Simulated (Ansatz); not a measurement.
MgO: stationary points along a deformation path

Level of theory: DFT PBEsol, scalar-relativistic, plane waves, PAW (Ansatz 0.2.0). Cutoff 420 eV, Γ-centred 10×10×10 k-points, Gaussian smearing of 0.05 eV. No spin polarisation. Energies are free energies at this smearing, counted from the undisturbed cell; pressure is positive in compression.

Reference structure (relaxed at this level):

```yaml
crystal:
  lattice:
    - [0.00000, 2.10711, 2.10711]
    - [2.10711, 0.00000, 2.10711]
    - [2.10711, 2.10711, 0.00000]
  atoms:
    - { symbol: Mg, position: [0.00000, 0.00000, 0.00000] }
    - { symbol: O, position: [0.50000, 0.50000, 0.50000] }
```

At fixed volume and fractional coordinates, lengths along (0.577, 0.577, 0.577) are scaled against those across it; ρ is that ratio over its starting value. V = 9.355 Å³/atom. Δσ is the stress along the axis less the mean stress across it (compression positive).

| ρ | ΔE (meV/atom) | Δσ (GPa) | space group |
| --- | --- | --- | --- |
| 0.500 | 740.4 | 0.00 | Pm-3m |
| 0.600 | 650.6 | 26.15 | R-3m |
| 0.710 | 414.5 | 43.01 | R-3m |
| 0.850 | 123.3 | 34.80 | R-3m |
| 0.930 | 27.4 | 18.62 | R-3m |
| 1.000 | 0.0 | 0.00 | Fm-3m |
| 1.080 | 35.8 | -24.72 | R-3m |
| 1.200 | 219.1 | -66.00 | R-3m |
| 1.410 | 864.6 | -141.17 | R-3m |
| 1.700 | 2127.8 | -187.76 | R-3m |
| 2.000 | 3273.7 | -176.60 | R-3m |

Problem. How does the stress give the slope of the energy, and where is the energy stationary?

Solution. Along the path d ln(length) is 2/3 d ln ρ on the axis and −1/3 d ln ρ across it, so dE/d ln ρ = −(2/3) V Δσ: the energy falls with ρ where Δσ is positive. Δσ vanishes or changes sign at ρ = 0.500 (Pm-3m, an end of the scan), at 740.4 meV/atom; at ρ = 1.000 (Fm-3m), a minimum at 0.0 meV/atom. Pairs of stationary points between two samples would go unseen, and could change a minimum read from distant neighbours into a maximum. At ρ = 0.500, 1.000 the cell is cubic, where symmetry alone makes the stress isotropic and the slope zero.

Problem. Which shear constant sets the curvature at ρ = 1?

Solution. For a cubic crystal E/V = (2/3) C (ln ρ)² with C = C44, so Δσ = −2C ln ρ. The parabola of Δσ against ln ρ through ρ = 0.930, 1 and 1.080 gives C ≈ 144 GPa with the ions clamped, rough because the steps are large.

The gap closes along the scan, which can put kinks into the curve.

Cost: 11 runs of about 0.31 core-minutes in all, on Arm Neoverse V1 (shared hosts).